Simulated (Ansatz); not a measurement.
input.yaml

```yaml
crystal:
  lattice:
    - [2.4313757654, 0.0, 0.0]
    - [0.0, 3.3690995086, 0.0]
    - [0.0, 0.0, 3.3690995086]
  atoms:
    - { symbol: Be, position: [0.75, 0.75, 0.75] }
    - { symbol: Be, position: [0.25, 0.25, 0.75] }
    - { symbol: Be, position: [0.25, 0.75, 0.25] }
    - { symbol: Be, position: [0.75, 0.25, 0.25] }
basis:
  ecutwfc: 420
kpoints:
  mp_grid: { grid: [16, 12, 12] }
hamiltonian:
  xc: pbe
  dispersion: d3bj
scf:
  occupations: { method: gaussian, width: 0.1 }
output:
  forces: true
  stress: true
  eigenvalues: true
relax:
  adjacent_minimum: "off"
  f_tol: 0.01
  max_steps: 30
  cell: { stress_tol: 0.1, fix: [volume] }
```

Launched with
```bash
ansatz run input.yaml --threads 1 --pin off --max-ram 2560MiB --backend cpu --events-out ev --progress --plain --runs-dir out
```

Method: DFT PBE+D3(BJ), scalar-relativistic, plane waves, PAW in Ansatz 0.2.0.

Abridged output (final results; tables in files aren't shown):

```
SCF 3 converged in 3 iterations: F = -372.092352 eV  dr2 = 5.55e-11
SCF converged after 3 iterations
Free energy (F): -372.092352 eV
Harris-Foulkes:  -372.092352 eV  (|F-HF|=1.59e-11)
Internal energy: -372.090111 eV  (E = F + TS)
E sigma→0 (E₀):  -372.091231 eV
Entropy (-TS):   -0.002242 eV (-0.560 meV/atom)
Fermi energy:    10.418783 eV
--- Per-component energies (eV) ---
  E_band       = 32.231881
  E_kinetic    = 92.149600
  E_local      = 14.163405  (includes V_loc(G=0)·N_el)
  E_nonlocal   = 18.464849
  E_hartree    = 0.117729
  E_xc         = -81.848645
  E_vxc        = -86.727580  (∫ρ·V_xc dr)
  E_paw        = -238.718775  (= ΣΔE_a)
  E_vpaw       = -6.053849  (= ΣTr[D̂ρ^β])
  E_aug_tail   = -0.000003  (compensation charges beyond the density's cutoff)
  E_ewald      = -174.782917
  E_disp       = -1.635353  (pairwise vdW)
  E_smearing   = -0.002242  (= −TS)
--- Forces (eV/Å), atoms counted from 1 ---
  atom   1  Be     0.00000000     0.00000000     0.00000000
  atom   2  Be     0.00000000     0.00000000     0.00000000
  atom   3  Be     0.00000000     0.00000000     0.00000000
  atom   4  Be     0.00000000     0.00000000     0.00000000
--- Stress (GPa, compression-positive) ---
        9.167604       0.000000       0.000000
        0.000000       9.273882       0.000000
        0.000000       0.000000       9.273882
  P = ⅓ Tr σ = 9.2385 GPa (92.385 kbar)
--- Band table (eV; the first three rows and the last of 252) ---
  k-point 0: bands = ["-2.6482", "4.7326", "4.7326", "11.3486", "11.3486", "14.2085", "15.0622", "15.0622"]
  k-point 1: bands = ["-2.5838", "4.3611", "4.8213", "11.3658", "11.8818", "14.2953", "14.4483", "14.8507"]
  k-point 2: bands = ["-2.3904", "3.4919", "5.0874", "11.4208", "13.1397", "13.2344", "14.3443", "14.5551"]
  k-point 251: bands = ["4.5602", "4.5602", "4.5602", "4.5602", "11.0868", "11.0868", "11.0868", "11.0868"]
--- Relaxed structure (2 steps of the walk, 2 accepted, 1 SCFs on fresh bases) ---
  F+E_penalty+E_count = -372.09235220 eV   max|allowed force component| = 5.049e-29 eV/Å   (the final SCF, on the basis selected at the relaxed cell)
  cell:  # Å, volume = 27.5981 Å³
    - [2.43049806, 0.0, 0.0]
    - [0.0, 3.36970777, 0.0]
    - [0.0, 0.0, 3.36970777]
  atoms:
    - { symbol: Be, position: [0.74999999, 0.75000000, 0.75000000] }
    - { symbol: Be, position: [0.25, 0.25000000, 0.75000000] }
    - { symbol: Be, position: [0.25, 0.75000000, 0.25000000] }
    - { symbol: Be, position: [0.74999999, 0.25000000, 0.25000000] }
```

The relaxation met its thresholds.

The run took 5.6 s on 1 thread of Intel(R) Xeon(R) 6975P-C (Granite Rapids), on a shared host, peak memory 0.39 GiB.